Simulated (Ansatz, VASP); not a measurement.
# GaAs: VASP beside Ansatz, part 2 of 2

One calculation is typed for both programs; each brings its own data sets. How far apart do they land? The structure shown is the end of the Ansatz relaxation below.

VASP 6.6.1 and Ansatz 0.2.0.

So far. Step 3 (VASP: single point, PBEsol, pair 1): The run ends at a pressure of 0.97 GPa.

## 6. VASP: single point, PBEsol, pair 2

Level of this step: PBEsol; plane waves and PAW (As, Ga_d) (VASP).

The same cell, functional, mesh and smearing now go to VASP, with its own data sets.

Input file INCAR:

```
SYSTEM = GaAs
PREC = Accurate
ENCUT = 500
EDIFF = 1E-06
NELM = 120
ISMEAR = -1
SIGMA = 0.02
LREAL = .FALSE.
ALGO = Normal
GGA = PS
NBANDS = 24
LORBIT = 11
LWAVE = .FALSE.
LCHARG = .FALSE.
ISIF = 2
LASPH = .TRUE.
GGA_COMPAT = .FALSE.
EFERMI = MIDGAP
KPAR = 2
```

Input file POSCAR:

```
GaAs
1.0
    3.8816751900      0.0000000000      0.0000000000
    0.0000000000      3.8816751900      0.0000000000
    0.0000000000      0.0000000000      5.8049485866
As Ga
2 2
Direct
    0.5000000000      0.0000000000      0.7500000000
    0.0000000000      0.5000000000      0.2500000000
    0.0000000000      0.0000000000      0.0000000000
    0.5000000000      0.5000000000      0.5000000000
```

Input file KPOINTS:

```
Automatic mesh
0
Gamma
7 7 5
0 0 0
```

Potentials, in the order of the species: As and Ga_d (PBE family, release 64).

Launch:

```sh
mpirun -np 2 vasp_std
```

Numbers of over 12 decimals in the logs are rounded to 6 here.

The log of the run:

```text
[banner, memory and clock lines left out]
running    2 mpi-ranks, on    1 nodes
[...]
[... a notice as in an earlier step ...]

 LDA part: xc-table for (Slater+PW92), standard interpolation
 POSCAR, INCAR and KPOINTS ok, starting setup
[...]
entering main loop
       N       E                     dE             d eps       ncg     rms          rms(c)
DAV:   1     0.229604556615E+03    0.22960E+03   -0.17238E+04  1472   0.210E+03
DAV:   2     0.715972808423E+01   -0.22244E+03   -0.21606E+03  1560   0.445E+02
DAV:   3    -0.178555177768E+02   -0.25015E+02   -0.24839E+02  1776   0.119E+02
DAV:   4    -0.185169373609E+02   -0.66142E+00   -0.66093E+00  1712   0.217E+01
[...]
DAV:  11    -0.181087993335E+02   -0.48235E-04   -0.13136E-04  1968   0.824E-02    0.113E-02
DAV:  12    -0.181087988624E+02    0.47105E-06   -0.10844E-05  1712   0.343E-02    0.839E-03
DAV:  13    -0.181087993434E+02   -0.48096E-06   -0.39708E-06  1472   0.117E-02
   1 F= -.18108799E+02 E0= -.18108799E+02  d E =-.658896E-08
```

Parts of OUTCAR (step 6):

```text
  Total        2.2138193      2.2138193      0.0723465      0.0000000      0.0000000      0.0000000
  in kB       40.5523461     40.5523461      1.3252301      0.0000000      0.0000000      0.0000000
  external PRESSURE =      27.4766408 kB  Pullay stress =       0.0000000 kB

 POSITION                                       TOTAL-FORCE (eV/Angst)
 -----------------------------------------------------------------------------------
      1.94084      0.00000      4.35371         0.000000      0.000000     -0.000000
      0.00000      1.94084      1.45124        -0.000000     -0.000000     -0.000000
      0.00000      0.00000      0.00000        -0.000000     -0.000000     -0.000000
      1.94084      1.94084      2.90247        -0.000000     -0.000000      0.000000
 -----------------------------------------------------------------------------------
    total drift:                                0.000000      0.000000      0.000000

  FREE ENERGIE OF THE ION-ELECTRON SYSTEM (eV)
  ---------------------------------------------------
  free  energy   TOTEN  =       -18.1087993434 eV

  energy  without entropy=      -18.1087993368  energy(sigma->0) =      -18.10879934

[... 1 part as in an earlier step ...]

[... 2 further parts left out ...]
[key lines of the parts left out:]
E-fermi :   4.5226
```

The run ends at a pressure of 2.75 GPa.

## 7. Comparison

What differs besides the data sets and the points named for the pairs above, as far as they apply: the data sets hold 56 valence electrons in Ansatz (on its PAW soft_1 files) and 36 in VASP. Total energies have different zeros and are not compared.

Both answers:

| quantity | Ansatz | VASP | difference |
| --- | --- | --- | --- |
| pressure (GPa) | 2.62 | 2.75 | -0.13 |
| gap on the k mesh (eV) | 0.544 | 0.556 | -0.012 |

A gap on the mesh is an upper bound, since the band edges may lie between its points.

## 8. Ansatz: relaxation, PBEsol

This run makes the geometry at which the two programs are then compared. The cell compared in this pair holds 88.52 Å³, against 87.47 Å³ for the pair before.

The structure compared here is the end of the Ansatz relaxation.

Input file input.yaml:

```yaml
crystal:
  lattice:
    - [3.92169246, 0.0, 0.0]
    - [0.0, 3.92169246, 0.0]
    - [0.0, 0.0, 5.727208564]
  atoms:
    - { symbol: As, position: [0.5, 0.0, 0.75] }
    - { symbol: As, position: [0.0, 0.5, 0.25] }
    - { symbol: Ga, position: [0.0, 0.0, 0.0] }
    - { symbol: Ga, position: [0.5, 0.5, 0.5] }
kpoints:
  mp_grid: { grid: [7, 7, 5] }
scf:
  occupations: { method: fermi_dirac, width: 0.02 }
hamiltonian:
  xc: pbesol
  pseudopotentials: { kind: paw, azcp: { folder: soft_1 }, xc_functional: pbe }
basis:
  ecutwfc: 600
output:
  forces: true
  stress: true
relax:
  f_tol: 0.005
  max_steps: 70
  cell: { stress_tol: 0.02, p_target: 0, fix: [a, b, alpha, beta, gamma] }
```

Launch:

```sh
ansatz run input.yaml --threads 8 --pin off --max-ram 18432MiB --backend cpu --events-out ev --progress --plain --runs-dir out
```

The log of the run:

```text
[...]
Crystal: 4 atoms, lattice volume = 88.083 Å³
Basis set: ecut = 600 eV, 2903 PW (Γ), exchange–correlation on 64×64×96 points (8 copies of the dense FFT grid, shifted against one another)
Bands: 34, of which v1, the nominal top of the filled ones, is band 28 counted from 1 (27 counted from 0)
Symmetry: 16 space group operations
[...]
k-points: 30 of 245 (time reversal used)
[...]
P = ⅓ Tr σ = 1.6981 GPa (16.981 kbar)
--- Relaxed structure (3 steps of the walk, 3 accepted, 1 SCFs on fresh bases) ---
[...]
cell:  # Å, volume = 88.5195 Å³
    - [3.92169246, 0, 0]
    - [0, 3.92169246, 0]
    - [0, 0, 5.755620]
  atoms:
    - { symbol: As, position: [0.500000, 0, 0.750000] }
    - { symbol: As, position: [0, 0.500000, 0.250000] }
    - { symbol: Ga, position: [0, 0, 0] }
    - { symbol: Ga, position: [0.500000, 0.500000, 0.500000] }
[key lines of the parts left out:]
SCF converged after 6 iterations
Free energy (F): -17113.708249 eV
Fermi energy:    8.408582 eV
```

## 9. VASP: single point, PBEsol, pair 3

The same cell, functional, mesh and smearing now go to VASP, with its own data sets.

INCAR is that of step 6.

Input file POSCAR:

```
GaAs
1.0
    3.9216924600      0.0000000000      0.0000000000
    0.0000000000      3.9216924600      0.0000000000
    0.0000000000      0.0000000000      5.7556196871
As Ga
2 2
Direct
    0.5000000000      0.0000000000      0.7500000000
    0.0000000000      0.5000000000      0.2500000000
    0.0000000000      0.0000000000      0.0000000000
    0.5000000000      0.5000000000      0.5000000000
```

KPOINTS is that of step 6.

Launch:

```sh
mpirun -np 2 vasp_std
```

The log of the run:

```text
[... set-up lines as in an earlier step ...]
 entering main loop
       N       E                     dE             d eps       ncg     rms          rms(c)
DAV:   1     0.228956964883E+03    0.22896E+03   -0.17327E+04  1464   0.208E+03
DAV:   2     0.601676393359E+01   -0.22294E+03   -0.21740E+03  1600   0.445E+02
DAV:   3    -0.179295986673E+02   -0.23946E+02   -0.23827E+02  1816   0.117E+02
DAV:   4    -0.185458956120E+02   -0.61630E+00   -0.61603E+00  1632   0.209E+01
[...]
DAV:  11    -0.181462579365E+02   -0.50635E-04   -0.13350E-04  1928   0.834E-02    0.109E-02
DAV:  12    -0.181462575330E+02    0.40357E-06   -0.11128E-05  1736   0.343E-02    0.800E-03
DAV:  13    -0.181462581528E+02   -0.61987E-06   -0.45174E-06  1456   0.112E-02
   1 F= -.18146258E+02 E0= -.18146258E+02  d E =-.141776E-07
```

Parts of OUTCAR (step 9):

```text
  Total        1.4748557      1.4748557      0.0657562      0.0000000      0.0000000     -0.0000000
  in kB       26.6944495     26.6944495      1.1901678      0.0000000      0.0000000     -0.0000000
  external PRESSURE =      18.1930222 kB  Pullay stress =       0.0000000 kB

 POSITION                                       TOTAL-FORCE (eV/Angst)
 -----------------------------------------------------------------------------------
      1.96085      0.00000      4.31671        -0.000000     -0.000000     -0.000000
      0.00000      1.96085      1.43890         0.000000     -0.000000     -0.000000
      0.00000      0.00000      0.00000        -0.000000      0.000000     -0.000000
      1.96085      1.96085      2.87781         0.000000      0.000000      0.000000
 -----------------------------------------------------------------------------------
    total drift:                                0.000000      0.000000      0.000000

  FREE ENERGIE OF THE ION-ELECTRON SYSTEM (eV)
  ---------------------------------------------------
  free  energy   TOTEN  =       -18.1462581528 eV

  energy  without entropy=      -18.1462581387  energy(sigma->0) =      -18.14625815

[... 1 part as in an earlier step ...]

[... 2 further parts left out ...]
[key lines of the parts left out:]
E-fermi :   4.3466
```

The run ends at a pressure of 1.82 GPa.

## 10. Differences

What differs besides the data sets and the points named for the pairs above, as far as they apply: the data sets hold 56 valence electrons in Ansatz (on its PAW soft_1 files) and 36 in VASP. Total energies have different zeros and are not compared.

Both answers:

| quantity | Ansatz | VASP | difference |
| --- | --- | --- | --- |
| pressure (GPa) | 1.70 | 1.82 | -0.12 |
| gap on the k mesh (eV) | 0.511 | 0.523 | -0.011 |

A gap on the mesh is an upper bound, since the band edges may lie between its points.

## 11. Results

* difference in gap on the k mesh (single point, PBEsol, pair 1): -0.011 eV
* difference in gap on the k mesh (single point, PBEsol, pair 2): -0.012 eV
* difference in gap on the k mesh (single point, PBEsol, pair 3): -0.011 eV

The difference in gap on the k mesh is -0.012 eV (single point, PBEsol, pair 2), within the 0.08 eV picked in this series as the mark of a large difference. The data sets hold unlike numbers of valence electrons (56 in Ansatz and 36 in VASP), so part of the differences comes from the potentials. 3 further runs of this series are not shown here. Such differences can come from data sets, numerical settings and the points named under the comparisons, not from the functional's error against experiment.

[Lines on the potential files, build, host, timing and source positions are cut from VASP's logs without a mark.]

[Logs are printed without paths, hosts, clocks, repeated set-up lines and the standing remarks that a program may print on its own settings, such as how far it seeks lower states.]

[Hosts, paths, dates, database ids (printed as entryN), source tags and the programs' standing remarks are cut or masked in the printed files.]
